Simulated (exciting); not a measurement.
# Al (Fm-3m) in exciting: further runs

Runs on Al. Level: PBE. Tasks: single point.

Everything below comes from runs of exciting (release sodium). Logs are shortened: lines on timing, memory, paths and dates and some standing lists are left out, and cuts for length are marked.

## Step 1: Starting point

The structure is cubic, space group Fm-3m (No. 225). The conventional cell has a = 4.050 Å, b = 4.050 Å, c = 4.050 Å, α = 90.00°, β = 90.00°, γ = 90.00°. Al (site symmetry m-3m) has 12 Al at 2.86 Å as nearest neighbours.

## Step 2: Single point, PBE

File input.xml:

```xml
<input>
  <title>Al</title>
  <structure speciespath="./" tshift="false">
    <crystal scale="1">
      <basevect>0.000000000000 3.826326905773 3.826326905773</basevect>
      <basevect>3.826326905773 0.000000000000 3.826326905773</basevect>
      <basevect>3.826326905773 3.826326905773 0.000000000000</basevect>
    </crystal>
    <species speciesfile="Al.xml" rmt="2">
      <atom coord="0.000000000000 0.000000000000 0.000000000000"/>
    </species>
  </structure>
  <groundstate do="fromscratch" ngridk="11 11 11" rgkmax="7.5" gmaxvr="14" lmaxapw="10" lmaxmat="10" lmaxvr="8" xctype="GGA_PBE" stype="Gaussian" swidth="0.00069824" nempty="8" ValenceRelativity="iora*" epsengy="1e-05" epspot="1e-05" maxscl="60" tforce="true" outputlevel="low"/>
  <properties>
    <chargedensityplot>
      <plot3d>
        <box grid="15 15 15">
          <origin coord="0 0 0"/>
          <point coord="1 0 0"/>
          <point coord="0 1 0"/>
          <point coord="0 0 1"/>
        </box>
      </plot3d>
    </chargedensityplot>
    <elfplot>
      <plot3d>
        <box grid="15 15 15">
          <origin coord="0 0 0"/>
          <point coord="1 0 0"/>
          <point coord="0 1 0"/>
          <point coord="0 0 1"/>
        </box>
      </plot3d>
    </elfplot>
    <exccplot>
      <plot3d>
        <box grid="15 15 15">
          <origin coord="0 0 0"/>
          <point coord="1 0 0"/>
          <point coord="0 1 0"/>
          <point coord="0 0 1"/>
        </box>
      </plot3d>
    </exccplot>
  </properties>
</input>
```

Potentials or basis: all-electron LAPW+lo, shipped species files, valence relativity iora*.

The run is started by

```
> OMP_NUM_THREADS=1 exciting_smp
```

INFO.OUT:

```text
================================================================================
EXCITING SODIUM started
[... 10 lines left out ...]

 Lattice vectors (cartesian) :
      0.0000000000      3.8263269058      3.8263269058
      3.8263269058      0.0000000000      3.8263269058
      3.8263269058      3.8263269058      0.0000000000

 Reciprocal lattice vectors (cartesian) :
     -0.8210465888      0.8210465888      0.8210465888
      0.8210465888     -0.8210465888      0.8210465888
      0.8210465888      0.8210465888     -0.8210465888

 Unit cell volume                           :     112.0408024269
 Brillouin zone volume                      :       2.2139274985

 Species :    1 (Al)
     parameters loaded from                 :    Al.xml
     name                                   :    aluminium

     atomic positions (lattice) :
[... 7 lines left out ...]
 Number of crystal symmetries               :      48

 k-point grid                               :      11   11   11
 Total number of k-points                   :      56
 k-point set is reduced with crystal symmetries

 R^MT_min * |G+k|_max (rgkmax)              :       7.50000000

 G-vector grid sizes                        :      25    25    25
 Total number of G-vectors                  :    5065

 Total nuclear charge                       :     -13.00000000
 Total electronic charge                    :      13.00000000

 Number of empty states                     :       8
 Total number of valence states             :      13

 Exchange-correlation type                  :      20
     Perdew-Burke-Ernzerhof, Phys. Rev. Lett. 77, 3865 (1996)
     Generalised gradient approximation (GGA)

 Smearing scheme                            :    Gaussian
 Smearing width                             :       0.00069824

++++++++++++++++++++++++++++++++++++++++++++++++++++++++++++++++++++++++++++++++
+ Ending initialization                                                        +
++++++++++++++++++++++++++++++++++++++++++++++++++++++++++++++++++++++++++++++++

********************************************************************************
* Groundstate module started                                                   *
********************************************************************************
 Output level for this task is set to low

++++++++++++++++++++++++++++++++++++++++++++++++++++++++++++++++++++++++++++++++
[... 5 lines left out ...]
+ SCF iteration number :    1                                                  +
++++++++++++++++++++++++++++++++++++++++++++++++++++++++++++++++++++++++++++++++
 Total energy                               :      -242.54752751
 _______________________________________________________________
 Fermi energy                               :         0.26984948
 DOS at Fermi energy (states/Ha/cell)       :        37.34192255
 Electron charge: Core leakage              :         0.00135822

++++++++++++++++++++++++++++++++++++++++++++++++++++++++++++++++++++++++++++++++
+ SCF iteration number :    2                                                  +
++++++++++++++++++++++++++++++++++++++++++++++++++++++++++++++++++++++++++++++++
 Total energy                               :      -242.62504352
 _______________________________________________________________
 Fermi energy                               :         0.26905550
 DOS at Fermi energy (states/Ha/cell)       :        40.26525498
 Electron charge: Core leakage              :         0.00135041

 RMS change in effective potential (target) :  0.102807      ( 0.100000E-04)
 Absolute change in total energy   (target) :  0.775160E-01  ( 0.100000E-04)
 Charge distance                   (target) :  0.387427E-03  ( 0.100000E-04)
 Abs. change in max-nonIBS-force   (target) :   0.00000      ( 0.500000E-04)

++++++++++++++++++++++++++++++++++++++++++++++++++++++++++++++++++++++++++++++++
+ SCF iteration number :    3                                                  +
++++++++++++++++++++++++++++++++++++++++++++++++++++++++++++++++++++++++++++++++
 Total energy                               :      -242.69194869
 _______________________________________________________________
 Fermi energy                               :         0.26841295
 DOS at Fermi energy (states/Ha/cell)       :        43.91040396
 Electron charge: Core leakage              :         0.00134429

 RMS change in effective potential (target) :  0.758266E-01  ( 0.100000E-04)
 Absolute change in total energy   (target) :  0.669052E-01  ( 0.100000E-04)
 Charge distance                   (target) :  0.332545E-03  ( 0.100000E-04)
 Abs. change in max-nonIBS-force   (target) :   0.00000      ( 0.500000E-04)

++++++++++++++++++++++++++++++++++++++++++++++++++++++++++++++++++++++++++++++++
+ SCF iteration number :    4                                                  +
++++++++++++++++++++++++++++++++++++++++++++++++++++++++++++++++++++++++++++++++
 Total energy                               :      -242.76070451
 _______________________________________________________________
 Fermi energy                               :         0.26685974
 DOS at Fermi energy (states/Ha/cell)       :        55.41304919
 Electron charge: Core leakage              :         0.00133423

 RMS change in effective potential (target) :  0.264318E-02  ( 0.100000E-04)
 Absolute change in total energy   (target) :  0.687558E-01  ( 0.100000E-04)
 Charge distance                   (target) :  0.105580E-02  ( 0.100000E-04)
 Abs. change in max-nonIBS-force   (target) :   0.00000      ( 0.500000E-04)

++++++++++++++++++++++++++++++++++++++++++++++++++++++++++++++++++++++++++++++++
+ SCF iteration number :    5                                                  +
++++++++++++++++++++++++++++++++++++++++++++++++++++++++++++++++++++++++++++++++
 Total energy                               :      -242.86457255
 _______________________________________________________________
 Fermi energy                               :         0.26670702
 DOS at Fermi energy (states/Ha/cell)       :        57.14775941
 Electron charge: Core leakage              :         0.00132774

 RMS change in effective potential (target) :  0.213823E-02  ( 0.100000E-04)
 Absolute change in total energy   (target) :  0.103868      ( 0.100000E-04)
 Charge distance                   (target) :  0.580790E-03  ( 0.100000E-04)
 Abs. change in max-nonIBS-force   (target) :   0.00000      ( 0.500000E-04)

++++++++++++++++++++++++++++++++++++++++++++++++++++++++++++++++++++++++++++++++
+ SCF iteration number :    6                                                  +
++++++++++++++++++++++++++++++++++++++++++++++++++++++++++++++++++++++++++++++++
 Total energy                               :      -242.82275730
 _______________________________________________________________
 Fermi energy                               :         0.26677718
 DOS at Fermi energy (states/Ha/cell)       :        56.58555154
 Electron charge: Core leakage              :         0.00133020

 RMS change in effective potential (target) :  0.414190E-04  ( 0.100000E-04)
 Absolute change in total energy   (target) :  0.418152E-01  ( 0.100000E-04)
 Charge distance                   (target) :  0.250049E-03  ( 0.100000E-04)
 Abs. change in max-nonIBS-force   (target) :   0.00000      ( 0.500000E-04)

++++++++++++++++++++++++++++++++++++++++++++++++++++++++++++++++++++++++++++++++
+ SCF iteration number :    7                                                  +
++++++++++++++++++++++++++++++++++++++++++++++++++++++++++++++++++++++++++++++++
 Total energy                               :      -242.82138764
 _______________________________________________________________
 Fermi energy                               :         0.26678119
 DOS at Fermi energy (states/Ha/cell)       :        56.53609502
 Electron charge: Core leakage              :         0.00133027

 RMS change in effective potential (target) :  0.238642E-04  ( 0.100000E-04)
 Absolute change in total energy   (target) :  0.136967E-02  ( 0.100000E-04)
 Charge distance                   (target) :  0.125110E-04  ( 0.100000E-04)
 Abs. change in max-nonIBS-force   (target) :   0.00000      ( 0.500000E-04)

++++++++++++++++++++++++++++++++++++++++++++++++++++++++++++++++++++++++++++++++
+ SCF iteration number :    8                                                  +
++++++++++++++++++++++++++++++++++++++++++++++++++++++++++++++++++++++++++++++++
 Total energy                               :      -242.82200447
 _______________________________________________________________
 Fermi energy                               :         0.26678102
 DOS at Fermi energy (states/Ha/cell)       :        56.54146219
 Electron charge: Core leakage              :         0.00133024

 RMS change in effective potential (target) :  0.585988E-05  ( 0.100000E-04)
 Absolute change in total energy   (target) :  0.616832E-03  ( 0.100000E-04)
 Charge distance                   (target) :  0.491004E-05  ( 0.100000E-04)
 Abs. change in max-nonIBS-force   (target) :   0.00000      ( 0.500000E-04)

++++++++++++++++++++++++++++++++++++++++++++++++++++++++++++++++++++++++++++++++
+ SCF iteration number :    9                                                  +
++++++++++++++++++++++++++++++++++++++++++++++++++++++++++++++++++++++++++++++++
 Total energy                               :      -242.82190140
 _______________________________________________________________
 Fermi energy                               :         0.26678088
 DOS at Fermi energy (states/Ha/cell)       :        56.54225124
 Electron charge: Core leakage              :         0.00133024

 RMS change in effective potential (target) :  0.361552E-06  ( 0.100000E-04)
 Absolute change in total energy   (target) :  0.103067E-03  ( 0.100000E-04)
 Charge distance                   (target) :  0.850992E-06  ( 0.100000E-04)
 Abs. change in max-nonIBS-force   (target) :   0.00000      ( 0.500000E-04)

++++++++++++++++++++++++++++++++++++++++++++++++++++++++++++++++++++++++++++++++
+ SCF iteration number :   10                                                  +
++++++++++++++++++++++++++++++++++++++++++++++++++++++++++++++++++++++++++++++++
 Total energy                               :      -242.82189359
 _______________________________________________________________
 Fermi energy                               :         0.26678089
 DOS at Fermi energy (states/Ha/cell)       :        56.54212074
 Electron charge: Core leakage              :         0.00133024

 RMS change in effective potential (target) :  0.906967E-08  ( 0.100000E-04)
 Absolute change in total energy   (target) :  0.781648E-05  ( 0.100000E-04)
 Charge distance                   (target) :  0.646698E-07  ( 0.100000E-04)
 Abs. change in max-nonIBS-force   (target) :   0.00000      ( 0.500000E-04)

++++++++++++++++++++++++++++++++++++++++++++++++++++++++++++++++++++++++++++++++
+ SCF iteration number :   11                                                  +
++++++++++++++++++++++++++++++++++++++++++++++++++++++++++++++++++++++++++++++++
 Total energy                               :      -242.82189335
 _______________________________________________________________
 Fermi energy                               :         0.26678089
 DOS at Fermi energy (states/Ha/cell)       :        56.54218928
 Electron charge: Core leakage              :         0.00133024

 RMS change in effective potential (target) :  0.247130E-08  ( 0.100000E-04)
 Absolute change in total energy   (target) :  0.231940E-06  ( 0.100000E-04)
 Charge distance                   (target) :  0.183767E-08  ( 0.100000E-04)
 Abs. change in max-nonIBS-force   (target) :   0.00000      ( 0.500000E-04)

++++++++++++++++++++++++++++++++++++++++++++++++++++++++++++++++++++++++++++++++
| Convergency criteria checked for the last 2 iterations                       +
| Convergence targets achieved. Performing final SCF iteration                 +
++++++++++++++++++++++++++++++++++++++++++++++++++++++++++++++++++++++++++++++++
 Total energy                               :      -242.82189340
 _______________________________________________________________
 Fermi energy                               :         0.26678089
 DOS at Fermi energy (states/Ha/cell)       :        56.54217304
 Electron charge: Core leakage              :         0.00133024

++++++++++++++++++++++++++++++++++++++++++++++++++++++++++++++++++++++++++++++++
+ Self-consistent loop stopped                                                 +
++++++++++++++++++++++++++++++++++++++++++++++++++++++++++++++++++++++++++++++++
 STATE.OUT is written

--------------------------------------------------------------------------------
- Writing atomic positions and forces                                          -
--------------------------------------------------------------------------------

 Atomic positions (lattice) :
 atom     1  Al  :     0.00000000    0.00000000    0.00000000

 Total atomic forces including IBS (cartesian) :
 atom     1  Al  :     0.00000000    0.00000000    0.00000000

 Atomic force components including IBS (cartesian) :
 atom     1  Al  :     0.00000000    0.00000000    0.00000000   HF force
                 :     0.00000000    0.00000000    0.00000000   core correction
                 :     0.00000000    0.00000000    0.00000000   IBS correction

********************************************************************************
[... 7 lines left out ...]
| EXCITING SODIUM stopped                                                      =
================================================================================
```

Run time: 18 s. Hardware: 1 thread of Arm Neoverse V1, shared host; peak memory 0.09 GiB.

What came out:

```yaml
Free_energy: -6607.5207 eV
Band_gap_on_the_k_mesh: none (metal or under the smearing width)
```

## Step 3: Single point, PBE

File input.xml:

```xml
<input>
  <title>Al</title>
  <structure speciespath="./" tshift="false">
    <crystal scale="1">
      <basevect>0.000000000000 3.826326905773 3.826326905773</basevect>
      <basevect>3.826326905773 0.000000000000 3.826326905773</basevect>
      <basevect>3.826326905773 3.826326905773 0.000000000000</basevect>
    </crystal>
    <species speciesfile="Al.xml" rmt="2">
      <atom coord="0.000000000000 0.000000000000 0.000000000000"/>
    </species>
  </structure>
  <groundstate do="fromscratch" ngridk="11 11 11" rgkmax="7.5" gmaxvr="14" lmaxapw="10" lmaxmat="10" lmaxvr="8" xctype="GGA_PBE" stype="Gaussian" swidth="0.00073499" nempty="8" ValenceRelativity="iora*" epsengy="1e-05" epspot="1e-05" maxscl="60" tforce="true" outputlevel="normal"/>
</input>
```

Potentials or basis: all-electron LAPW+lo, shipped species files, valence relativity iora*.

The run is started by

```
> OMP_NUM_THREADS=1 exciting_smp
```

INFO.OUT:

```text
================================================================================
EXCITING SODIUM started
[... 10 lines left out ...]

 Lattice vectors (cartesian) :
      0.0000000000      3.8263269058      3.8263269058
      3.8263269058      0.0000000000      3.8263269058
      3.8263269058      3.8263269058      0.0000000000

 Reciprocal lattice vectors (cartesian) :
     -0.8210465888      0.8210465888      0.8210465888
      0.8210465888     -0.8210465888      0.8210465888
      0.8210465888      0.8210465888     -0.8210465888

 Unit cell volume                           :     112.0408024269
 Brillouin zone volume                      :       2.2139274985

 Species :    1 (Al)
[... 391 lines left out ...]
     valence                                :         9.00000000
     interstitial                           :         2.13221679
     charge in muffin-tin spheres :
                  atom     1    Al          :        10.86778321
     total charge in muffin-tins            :        10.86778321
     total charge                           :        13.00000000

++++++++++++++++++++++++++++++++++++++++++++++++++++++++++++++++++++++++++++++++
+ Self-consistent loop stopped                                                 +
++++++++++++++++++++++++++++++++++++++++++++++++++++++++++++++++++++++++++++++++
 STATE.OUT is written

--------------------------------------------------------------------------------
- Writing atomic positions and forces                                          -
--------------------------------------------------------------------------------

 Atomic positions (lattice) :
 atom     1  Al  :     0.00000000    0.00000000    0.00000000

 Total atomic forces including IBS (cartesian) :
 atom     1  Al  :     0.00000000    0.00000000    0.00000000

 Atomic force components including IBS (cartesian) :
 atom     1  Al  :     0.00000000    0.00000000    0.00000000   HF force
                 :     0.00000000    0.00000000    0.00000000   core correction
                 :     0.00000000    0.00000000    0.00000000   IBS correction

********************************************************************************
[... 7 lines left out ...]
| EXCITING SODIUM stopped                                                      =
================================================================================
```

It took 13 s on 1 thread of Arm Neoverse V1, shared host; peak memory 0.09 GiB.

Results:

```yaml
Free_energy: -6607.5207 eV
Band_gap_on_the_k_mesh: none (metal or under the smearing width)
All_electrons_inside_the_program's_atomic_spheres: Al 10.87 (radii Al 2.0 bohr)
```
